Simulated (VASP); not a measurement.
Wanted: the native input for a VASP 6.6.1 run.

* Task: single point
* Functional: r2SCAN
* Potentials or basis: VASP PAW PBE potentials, release 64 (Mg, Sn_d, N)
* Cutoff: 520 eV
* k mesh: 8 × 8 × 6
* Occupations: gaussian, width 0.1 eV
* Spin: no spin polarisation
* Further INCAR settings: ALGO = Normal; EDIFF = 1e-06

The structure of MgSn2N2 lies in POSCAR:

```
MgSn2N2                                 
1.0
    5.0394775090      0.0000000001      0.0000000000
   -2.5197387493      4.3643155400      0.0000000000
    0.0000000000      0.0000000000      5.5508715504
  Mg              Sn              N             
     1     2     2
Direct
     0.0000000000000000    0.0000000000000000    0.5000000000000000
     0.3333333300000021    0.6666666699999979    0.3546081610304326
     0.6666666699999979    0.3333333300000021    0.6453918389695674
     1.0000000000000000    0.0000000000000000    0.1028467113516568
     0.0000000000000000    0.0000000000000000    0.8971532886483431
```

The cell was built by a generator and needn't be a form met in nature.

The input as run:

INCAR

```
ALGO = Normal
EDIFF = 1E-6
ENCUT = 520
ISIF = 2
ISMEAR = 0
KPAR = 4
LASPH = True
LCHARG = False
LMIXTAU = True
LREAL = False
LWAVE = False
METAGGA = R2SCAN
NELM = 150
PREC = Accurate
SIGMA = 0.1
```

KPOINTS

```
k-points
0
Gamma
  8 8 6
```

Potentials or basis: VASP PAW PBE potentials, release 64 (Mg, Sn_d, N).

The run is started by

```bash
$ cat potpaw_PBE.64/Mg/POTCAR potpaw_PBE.64/Sn_d/POTCAR potpaw_PBE.64/N/POTCAR > POTCAR
$ mpirun -np 4 vasp_std > vasp.out
```

It gave:

| Quantity | Value |
| --- | --- |
| Pressure | -1.5 GPa |
| Largest force | 1.080 eV/Å |
| Band gap on the k mesh | none (metal or under the smearing width) |

Caveat: the standard files for N, O and F lose accuracy on very short bonds; the PAW data sets were made with another functional, which shifts forces and pressure a little.

Wall time 3.3 min on 4 MPI ranks on Intel(R) Xeon(R) Platinum 8559C (Emerald Rapids) (shared host), peak memory 0.36 GiB a rank.
